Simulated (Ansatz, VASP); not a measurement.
# BAs: VASP beside Ansatz, part 2 of 2

One calculation is typed for both programs; each brings its own data sets and cutoff. How far apart do they land? The cell is taken from a series of VASP runs on this material, whose earlier steps may have relaxed, scaled or displaced it; both programs get it as it stands.

VASP 6.6.1 and Ansatz 0.2.0.

So far: The starting structure; VASP: band structure, HSE06.

## 3. Ansatz: band structure, HSE06

Level of this step: Ansatz beside VASP: Kohn-Sham DFT, plane waves, HSE06 (Ansatz).

Ansatz runs on its default PAW (the set named soft_2) files.

The same cell, functional, mesh and smearing now go to Ansatz, which takes its cutoff from its data sets.

input.yaml reads:

```yaml
crystal:
  lattice:
    - [0.0, 2.3885, 2.3885]
    - [2.3885, 0.0, 2.3885]
    - [2.3885, 2.3885, 0.0]
  atoms:
    - { symbol: B, position: [0.0, 0.0, 0.0] }
    - { symbol: As, position: [0.25, 0.25, 0.25] }
hamiltonian:
  xc: { exchange: pbe, correlation: pbe, exx: { coeff: 0.25, omega: 0.2 } }
  pseudopotentials: { kind: paw }
kpoints:
  mp_grid: { grid: [6, 6, 6] }
  band_path:
    path:
      - [0.0, 0.0, 0.0]
      - [0.42857, 0.0, 0.42857]
      - [0.5, 0.0, 0.5]
      - [0.5, 0.21429, 0.71429]
      - [0.41071, 0.33929, 0.75]
      - [0.16071, 0.16071, 0.32143]
      - [0.21429, 0.21429, 0.21429]
      - [0.55357, 0.39286, 0.55357]
      - [0.58929, 0.25, 0.66071]
      - [0.5, 0.28571, 0.71429]
      - [0.5, 0.5, 0.5]
      - [0.375, 0.375, 0.75]
      - [0.5, 0.0, 0.5]
    npoints: 1
scf:
  occupations: { method: gaussian, width: 0.02 }
  n_extra_bands: 7
output:
  forces: true
  stress: true
  eigenvalues: true
```

Launch:

```sh
$ ansatz run input.yaml --threads 4 --pin off --max-ram 9216MiB --backend cpu --events-out ev --progress --plain --runs-dir out
```

Numbers of over 12 decimals in the logs are rounded to 6 here.

Output:

```text
Warning: output.stress: scf.convergence.dr2_threshold = 1e-7 eV (the SCF's general default) is looser than the 2e-10 eV advised for a printed stress (1e-10 eV for each atom of the cell: 2). What an SCF threshold leaves in a stress goes as its square root, and in the free energy as the threshold itself, and one threshold admits the most on a small cell: [figures from the program's tests cut] Set scf.convergence.dr2_threshold to 2e-10 eV or tighter. The threshold is an SCF's pass mark: one that does not reach it within its budget of iterations ends unconverged, or closes short of it on a stop that the run arms, and scf.convergence.dr2_threshold's page says what that costs each kind of run
Warning: output.stress: scf.exx.energy_threshold = 1e-6 eV is looser than the 2e-8 eV advised for a stress under a hybrid functional (1e-8 eV for each atom of the cell: 2). Every SCF of the exchange loop can meet its threshold on dr2 while the loop round them stops early: no threshold on dr2 bounds what that leaves in the stress. Set scf.exx.energy_threshold to 2e-8 eV or tighter. The threshold is the loop's pass mark: a loop that does not reach it within its budget of cycles ends unconverged, and scf.exx.energy_threshold's page has the law
scf.n_extra_bands = 7 over 9 filled bands (N_el = 18.0): the run solves 16 bands
Engine: ansatz 0.2.0, aarch64-unknown-linux-gnu
Pseudopotentials: kind: paw
Pseudopotential: B, paw, valence charge 3, recommended cutoff 420 eV (normal), B.paw.azcp
Pseudopotential: As, paw, valence charge 15, recommended cutoff 420 eV (normal), As.paw.azcp
Functional definition: unnamed
  parameter a_1 = 0.25
  parameter omega_1 = 0.2/angstrom
  exchange = pbe_x + (-a_1)*pbe_x_sr(omega_1) + a_1*exact_x_sr(omega_1)
  correlation = pbe_c
Crystal: 2 atoms, lattice volume = 27.252 Å³
Basis set: ecut = 420 eV, 531 PW (Γ), exchange–correlation on 48×48×48 points (8 copies of the dense FFT grid, shifted against one another)
Bands: 16, of which v1, the nominal top of the filled ones, is band 9 counted from 1 (8 counted from 0)
Symmetry: 24 space group operations
Space group: F-43m (ITA 216), of the structure as read, at distance tolerance 3.0e-5 Å
k-points: 16 of 216 (time reversal used)
Non-local potential: B, projectors of the file, l = 0: 2, l = 1: 2, l = 2: 1
Non-local potential: As, projectors of the file, l = 0: 2, l = 1: 2, l = 2: 3, l = 3: 1
PAW form: soft (Blöchl's): semilocal exchange-correlation on the pseudo side does not see the compensation charge
PAW frozen core: B, regenerated for the run's functional, and the local potential with it (the file was generated under x = pbe(κ = 0.804, μ = 0.219515), c = pbe(β = 0.066725))
PAW frozen core: As, regenerated for the run's functional, and the local potential with it (the file was generated under x = pbe(κ = 0.804, μ = 0.219515), c = pbe(β = 0.066725))
PAW one-centre angular grid: B, 110 points (default); XC on 64 Gauss nodes
PAW one-centre angular grid: As, 590 points (default); XC on 64 Gauss nodes
Initial density: superposition of atomic densities (neutral atoms: chi_scale 0, normalization atom), corrected by the library's trained network
Initial wavefunctions: pseudopotential atomic-orbital guess
Functional: x = pbe(κ = 0.804, μ = 0.219515), c = pbe(β = 0.066725), warm-up for x = pbe(κ = 0.804, μ = 0.219515) + 0.25 (exact − pbe) at short range (hse, ω = 0.2 Å⁻¹), c = pbe(β = 0.066725)
SCF iter   1: F=—  HF=-5012.080496 eV  |F-HF|=—  |Δ(HF+E_count)|=         —  Δρ=9.12e-4  dr2=1.05e-4  ethr=1.77e-3  ⟨swp⟩=2.0  Hψ=1692  notcnv=0
preconditioner: auto → none  [insulator: Δε(μ)=1.282 eV  Ē_g=15.649 eV  σ=0.020 eV  W_gap=1.00  n_scr=8 (ndim 8)  ℏωp=20.1 eV  f_vac=0.001  D(μ)=0.00/eV (n_scr^D=0)]
SCF iter   2: F=-5012.080638 eV  HF=-5012.080588 eV  |F-HF|=5.07e-5  |Δ(HF+E_count)|=   9.21e-5  Δρ=4.32e-4  dr2=2.59e-5  ethr=5.84e-7  ⟨swp⟩=3.7  Hψ=582  notcnv=0  defer=5
SCF 1 stopped early in 2 iterations: F = -5012.080638 eV  dr2 = 2.59e-5
  greatest PAW one-centre occupation: 0.999 electrons in one spin orbital (limit 2), on the As atom at site 1 (counted from 0), in its partial waves of l = 2
Initial density: handed on by an earlier stage of this run
Initial wavefunctions: those handed on with the density
Functional: x = pbe(κ = 0.804, μ = 0.219515) + 0.25 (exact − pbe) at short range (hse, ω = 0.2 Å⁻¹), c = pbe(β = 0.066725)
Exchange kernel: α = 0.2500, screened, ω = 0.2000 Å⁻¹, Wigner–Seitz truncation, v(0) = 1126.8898 eV·Å³, q-mesh 6×6×6, nearest image of the exchange supercell L = 20.27 Å, pair-density grid 15×15×15, without the augmentation charges, whose exchange is taken in its separable form by FFT convolution over the k-point mesh (sized by the pseudopotential files, 20×20×20 at the most), smooth part of the exact exchange by density-matrix convolution
Frozen-core exchange: fock
SCF iter   1: F=—  HF=-5013.482701 eV  |F-HF|=—  |Δ(HF+E_count)|=         —  Δρ=6.50e-3  dr2=6.34e-3  ethr=1.44e-6  ⟨swp⟩=5.9  Hψ=1145  notcnv=0
preconditioner: auto → none  [insulator: Δε(μ)=1.912 eV  Ē_g=17.461 eV  σ=0.020 eV  W_gap=1.00  n_scr=8 (ndim 8)  ℏωp=20.1 eV  f_vac=0.001  D(μ)=0.00/eV (n_scr^D=0)]
SCF iter   2: F=—  HF=-5013.475139 eV  |F-HF|=—  |Δ(HF+E_count)|=   7.56e-3  Δρ=2.99e-3  dr2=1.72e-3  ethr=1.44e-6  ⟨swp⟩=4.0  Hψ=845  notcnv=0
SCF iter   3: F=—  HF=-5013.474817 eV  |F-HF|=—  |Δ(HF+E_count)|=   3.21e-4  Δρ=1.29e-3  dr2=3.78e-4  ethr=1.44e-6  ⟨swp⟩=3.0  Hψ=549  notcnv=0
SCF iter   4: F=—  HF=-5013.478608 eV  |F-HF|=—  |Δ(HF+E_count)|=   3.79e-3  Δρ=9.25e-4  dr2=8.47e-5  ethr=8.52e-7  ⟨swp⟩=4.0  Hψ=726  notcnv=0
iter 5 solved again at ethr=2.91e-8 eV; its pass at ethr=4.61e-7 eV (dr2=5.24e-6 eV) is discarded
SCF iter   5: F=—  HF=-5013.478552 eV  |F-HF|=—  |Δ(HF+E_count)|=   5.62e-5  Δρ=2.35e-4  dr2=6.83e-6  ethr=2.91e-8  ⟨swp⟩=2.0  Hψ=882  notcnv=0
SCF iter   6: F=-5013.478548 eV  HF=-5013.478548 eV  |F-HF|=1.38e-7  |Δ(HF+E_count)|=   3.59e-6  Δρ=3.28e-5  dr2=1.77e-6  ethr=2.87e-8  ⟨swp⟩=3.0  Hψ=481  notcnv=0
SCF 2 stopped early in 6 iterations: F = -5013.478548 eV  dr2 = 1.77e-6
hybrid outer 1: dexx = +4.110e-3 eV, tail = 5.14e-5 eV
Exchange kernel: α = 0.2500, screened, ω = 0.2000 Å⁻¹, Wigner–Seitz truncation, v(0) = 1126.8898 eV·Å³, q-mesh 6×6×6, nearest image of the exchange supercell L = 20.27 Å, pair-density grid 15×15×15, without the augmentation charges, whose exchange is taken in its separable form by FFT convolution over the k-point mesh (sized by the pseudopotential files, 20×20×20 at the most), smooth part of the exact exchange by density-matrix convolution
Frozen-core exchange: fock
SCF iter   1: F=—  HF=-5013.478803 eV  |F-HF|=—  |Δ(HF+E_count)|=         —  Δρ=9.94e-5  dr2=1.67e-6  ethr=1.43e-6  ⟨swp⟩=3.7  Hψ=551  notcnv=0
preconditioner: auto → none  [insulator: Δε(μ)=1.955 eV  Ē_g=17.467 eV  σ=0.020 eV  W_gap=1.00  n_scr=8 (ndim 8)  ℏωp=20.1 eV  f_vac=0.001  D(μ)=0.00/eV (n_scr^D=0)]
SCF iter   2: F=—  HF=-5013.478803 eV  |F-HF|=—  |Δ(HF+E_count)|=   4.60e-8  Δρ=1.20e-5  dr2=7.71e-8  ethr=7.84e-9  ⟨swp⟩=4.0  Hψ=622  notcnv=0
SCF iter   3: F=—  HF=-5013.478803 eV  |F-HF|=—  |Δ(HF+E_count)|=   5.89e-7  Δρ=1.36e-5  dr2=2.67e-8  ethr=7.80e-11  ⟨swp⟩=4.1  Hψ=725  notcnv=0
SCF iter   4: F=-5013.478803 eV  HF=-5013.478803 eV  |F-HF|=8.64e-10  |Δ(HF+E_count)|=   3.51e-9  Δρ=3.48e-6  dr2=2.07e-9  ethr=7.80e-11  ⟨swp⟩=2.8  Hψ=427  notcnv=0
SCF 3 converged in 4 iterations: F = -5013.478803 eV  dr2 = 2.07e-9
  Residual-converged pass: ⟨swp⟩=2.7  Hψ=446  notcnv=0  max |occ|·‖R‖ = 2.4e-6 eV (tolerance 2.4e-6 eV)  dr2=2.05e-9  dr2_onsite=3.93e-10  max |Δocc| = 0.0e0
hybrid outer 2: dexx = +7.290e-7 eV, tail = 2.54e-8 eV, Δε = 2.74e-3 eV (about 1.08e-4 eV left of the loop's levels)
NSCF: frozen V_eff on 13 k-points
hybrid SCF converged: 2 outer / 10 inner (+2 warm-up), last move |dexx| = 7.29e-7 eV, tail = 2.54e-8 eV
Stability not checked: this state was not tested for a lower state beside it, because the functional holds exact exchange (a hybrid, or Hartree-Fock), whose exchange loop this test does not read (fock_operator; see scf.lower_state_search)
Free energy (F): -5013.478804 eV
Frozen-core exchange: fock
Harris-Foulkes:  -5013.478804 eV  (|F-HF|=8.64e-10)
Internal energy: -5013.478804 eV  (E = F + TS)
E sigma→0 (E₀):  -5013.478804 eV
Fermi energy:    11.712032 eV
--- Per-component energies (eV) ---
  E_band       = -257.426126
  E_kinetic    = 151.059588
  E_local      = -1693.452494  (includes V_loc(G=0)·N_el)
  E_nonlocal   = -658.755429
  E_hartree    = 940.825618
  E_xc         = -90.186685
  E_vxc        = -94.595111  (∫ρ·V_xc dr)
  E_exx        = -66.973969  (= α·E_x^exact, valence–valence)
  E_paw        = -1869.447733  (= ΣΔE_a)
  E_vpaw       = 290.613973  (= ΣTr[D̂ρ^β])
  E_aug_tail   = 0.000007  (compensation charges beyond the density's cutoff)
  E_ewald      = -1725.774997
  E_core_change = -0.772710  (= ΣΔE_core)
  E_smearing   = -0.000000  (= −TS)
  E_closure    = 0.000001  (closes the sum)
  Σ components = -5013.478804   (vs F -5013.478804, Δ=0.00e0)
--- Forces (eV/Å), atoms counted from 1 ---
  atom   1  B      0.00000000    -0.00000000    -0.00000000
  atom   2  As     0.00000000    -0.00000000     0.00000000
  max |Σ_I F_I| component: 5.58e-16 eV/Å
--- Stress (GPa, compression-positive) ---
       -0.474436       0.000000      -0.000000
       -0.000000      -0.474436       0.000000
        0.000000       0.000000      -0.474436
  P = ⅓ Tr σ = -0.4744 GPa (-4.744 kbar)
--- Band table (eV; the first three rows and the last of 16) ---
  k-point 0: bands = [... 5 lower, -6.2249, 10.7344, 10.7344, 10.7344, 14.8700, 14.8700, 14.8700, 16.6230, ... 3 higher]
  k-point 1: bands = [... 5 lower, -5.7247, 7.5370, 10.0084, 10.0084, 14.9498, 15.8243, 15.8243, 18.6132, ... 3 higher]
  k-point 2: bands = [... 5 lower, -4.3200, 3.3192, 9.0836, 9.0836, 14.4939, 16.5318, 16.5318, 20.6856, ... 3 higher]
  k-point 15: bands = [... 5 lower, -1.3803, 1.5815, 5.1112, 5.3256, 15.3472, 15.6351, 20.6937, 20.9170, ... 3 higher]
```

It took 19 s on 4 threads of Arm Neoverse V2, shared host; peak memory 0.84 GiB; 70 s of CPU time.

## 4. Comparison

Known differences besides the potentials themselves: exact exchange at q = 0 is treated differently, which shows on coarse meshes; VASP keeps PBE cores, Ansatz makes them for the functional; the data sets hold 18 valence electrons in Ansatz (default PAW (the set named soft_2) files) and 8 in VASP; VASP takes a coarser grid for exact exchange (PRECFOCK = Fast). Total energies have different zeros and are not compared.

Compared:

```tsv
quantity	Ansatz	VASP	difference
pressure (GPa)	-0.47	-0.57	+0.10
pressure without Ansatz's Pulay correction (GPa)	-0.57	-0.57	0.00
gap over the path points (eV)	1.868	1.876	-0.008
```

Levels at points of the path, from each program's valence-band top (eV; 3 filled, then empty):

```tsv
k (reciprocal lattice)	Ansatz	VASP
0.000 0.000 0.000	0.00 0.00 0.00 4.14 4.14 4.14	0.00 0.00 0.00 4.13 4.13 4.13
0.429 0.000 0.429	-8.69 -4.35 -4.35 1.87 2.68 12.41	-8.68 -4.34 -4.34 1.88 2.69 12.36
0.500 0.000 0.500	-9.50 -4.47 -4.47 2.09 2.16 13.02	-9.49 -4.46 -4.46 2.10 2.17 12.96
0.500 0.214 0.714	-9.03 -5.91 -5.62 5.74 6.29 8.65	-9.03 -5.90 -5.61 5.74 6.28 8.63
0.411 0.339 0.750	-9.06 -6.45 -4.16 3.28 6.62 10.00	-9.05 -6.43 -4.15 3.29 6.61 9.96
0.161 0.161 0.321	-4.78 -3.39 -0.90 4.98 5.46 6.26	-4.77 -3.39 -0.89 4.98 5.45 6.25
0.214 0.214 0.214	-4.47 -1.03 -1.03 4.08 5.43 5.43	-4.46 -1.03 -1.03 4.08 5.42 5.42
0.554 0.393 0.554	-9.40 -4.11 -2.63 4.04 6.46 7.13	-9.39 -4.10 -2.63 4.05 6.46 7.11
0.589 0.250 0.661	-9.06 -6.45 -4.16 3.28 6.62 10.00	-9.05 -6.43 -4.15 3.29 6.61 9.96
0.500 0.286 0.714	-8.93 -6.21 -5.18 5.87 6.99 7.81	-8.92 -6.20 -5.17 5.87 6.99 7.80
```

Among the levels compared at these points, filled levels agree within 14 meV and empty ones within 56 meV. Ansatz's pressure holds a Pulay correction of 0.10 GPa; VASP's holds none.

## 5. Outcome

* difference in gap over the path points (band structure, HSE06): -0.0080 eV

The difference in gap over the path points is -0.0080 eV (band structure, HSE06), within the 0.08 eV picked in this series as the mark of a large difference. How closely two codes agree says nothing of how well the functional describes the real material.

[Lines on the potential files, build, host, timing and source positions are cut from VASP's logs without a mark.]

[Logs are printed without paths, hosts, clocks, repeated set-up lines and the standing remarks that a program may print on its own settings, such as how far it seeks lower states.]

[Hosts, paths, dates, database ids (printed as entryN), source tags and the programs' standing remarks are cut or masked in the printed files.]
